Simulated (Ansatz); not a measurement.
Molecular dynamics on a 2×2×2 supercell (16 atoms) of ZnSe (F-43m), relaxed with r2SCAN. Forces come from PBEsol in the PAW code Ansatz: a Langevin thermostat at fixed volume, 1700 K, steps of 1 fs. Spin polarisation is off, nuclei are classical, and the run is far too short for thermal averages.

```yaml
crystal:
  lattice:
    - [0.0, 5.6648493576, 5.6648493576]
    - [5.6648493576, 0.0, 5.6648493576]
    - [5.6648493576, 5.6648493576, 0.0]
  atoms:
    - { symbol: Zn, position: [0.0, 0.0, 0.0] }
    - { symbol: Se, position: [0.125, 0.125, 0.125] }
    - { symbol: Zn, position: [0.0, 0.0, 0.5] }
    - { symbol: Se, position: [0.125, 0.125, 0.625] }
    - { symbol: Zn, position: [0.0, 0.5, 0.0] }
    - { symbol: Se, position: [0.125, 0.625, 0.125] }
    - { symbol: Zn, position: [0.0, 0.5, 0.5] }
    - { symbol: Se, position: [0.125, 0.625, 0.625] }
    - { symbol: Zn, position: [0.5, 0.0, 0.0] }
    - { symbol: Se, position: [0.625, 0.125, 0.125] }
    - { symbol: Zn, position: [0.5, 0.0, 0.5] }
    - { symbol: Se, position: [0.625, 0.125, 0.625] }
    - { symbol: Zn, position: [0.5, 0.5, 0.0] }
    - { symbol: Se, position: [0.625, 0.625, 0.125] }
    - { symbol: Zn, position: [0.5, 0.5, 0.5] }
    - { symbol: Se, position: [0.625, 0.625, 0.625] }
kpoints:
  mp_grid: { grid: [2, 2, 2] }
hamiltonian:
  xc: pbesol
scf:
  occupations: { method: fermi_dirac, width: 0.146 }
md:
  ensemble: nvt_langevin
  temperature: 1700
  timestep: 1.0
  n_steps: 30
  initial_velocities: maxwell_boltzmann
  seed: 7340
```

Command: `ansatz run input.yaml --threads 4 --pin off --max-ram 3686MiB --backend cpu --events-out ev --progress --plain --runs-dir out`. It took 3.1 min on 4 threads of Arm Neoverse V1, with other jobs on the host; peak host memory 1.6 GiB.

```
step  t (fs)  T (K)  free energy F from step 0 (meV/atom)  kinetic energy (meV/atom)  largest force (eV/Å)
   0       0   1594                                   0.0                      206.0                  0.00
   1       1   1636                                   0.2                      211.5                  0.10
   2       2   1612                                   0.8                      208.4                  0.21
   3       3   1462                                   1.8                      189.0                  0.32
   4       4   1465                                   3.2                      189.4                  0.43
   5       5   1429                                   5.0                      184.8                  0.55
   6       6   1467                                   7.1                      189.6                  0.67
   7       7   1405                                   9.5                      181.7                  0.81
   8       8   1424                                  12.3                      184.1                  0.97
   9       9   1351                                  15.4                      174.6                  1.13
  10      10   1354                                  18.9                      175.0                  1.31
  11      11   1337                                  22.9                      172.8                  1.50
  12      12   1399                                  27.2                      180.8                  1.69
  13      13   1393                                  31.8                      180.1                  1.89
  14      14   1447                                  37.0                      187.0                  2.10
  15      15   1494                                  42.7                      193.2                  2.33
  16      16   1532                                  48.8                      198.0                  2.55
  17      17   1425                                  55.4                      184.2                  2.79
  18      18   1447                                  62.5                      187.0                  3.03
  19      19   1379                                  69.8                      178.3                  3.28
  20      20   1279                                  77.4                      165.3                  3.54
  21      21   1231                                  85.0                      159.1                  3.79
  22      22   1198                                  92.6                      154.9                  4.04
  23      23   1165                                 100.3                      150.6                  4.28
  24      24   1123                                 107.9                      145.1                  4.54
  25      25   1103                                 115.6                      142.6                  4.80
  26      26   1046                                 123.1                      135.3                  5.04
  27      27   1008                                 130.1                      130.3                  5.25
  28      28    913                                 136.9                      118.0                  5.43
  29      29    893                                 143.1                      115.5                  5.57
  30      30    863                                 148.4                      111.5                  5.66
```

The temperature goes from 1594 K to 863 K in 30 fs. The thermostat hasn't had time to restore it. The atoms start on their lattice sites with kinetic energy alone, so much of it first passes into potential energy. By the last step the atoms have moved 0.19 Å in the root mean square, the drift of the whole cell taken out, 0.33 Å at most.

Positions (Å) and forces (eV/Å) at step 30:
```
Zn   0.109   0.111   0.148    -2.534  -2.213  -2.473
Se   1.289   1.360   1.285     3.564   2.986   3.221
Zn   2.918   2.820  -0.021    -0.419  -0.072  -0.436
Se   4.328   4.261   1.392    -0.580  -0.110  -0.535
Zn   2.821  -0.077   2.809     0.305   0.056  -0.024
Se   4.307   1.553   4.451     0.325  -1.274  -1.807
Zn   5.585   2.705   2.557    -0.756   0.956   2.112
Se   7.056   4.212   4.221     0.115   0.041   0.029
Zn   0.035   2.864   2.959     0.223   0.450  -0.942
Se   1.478   4.351   4.316    -1.586  -1.062   0.850
Zn   2.816   5.310   2.868     1.127   1.795  -0.916
Se   4.346   7.109   4.158    -0.757  -0.811   0.755
Zn   2.696   2.721   5.482    -0.249   0.377   1.666
Se   4.331   4.170   7.032    -0.485   0.461   0.217
Zn   5.728   5.742   5.681    -0.174  -0.460  -0.128
Se   7.017   7.019   7.286     1.881  -1.121  -1.589
```
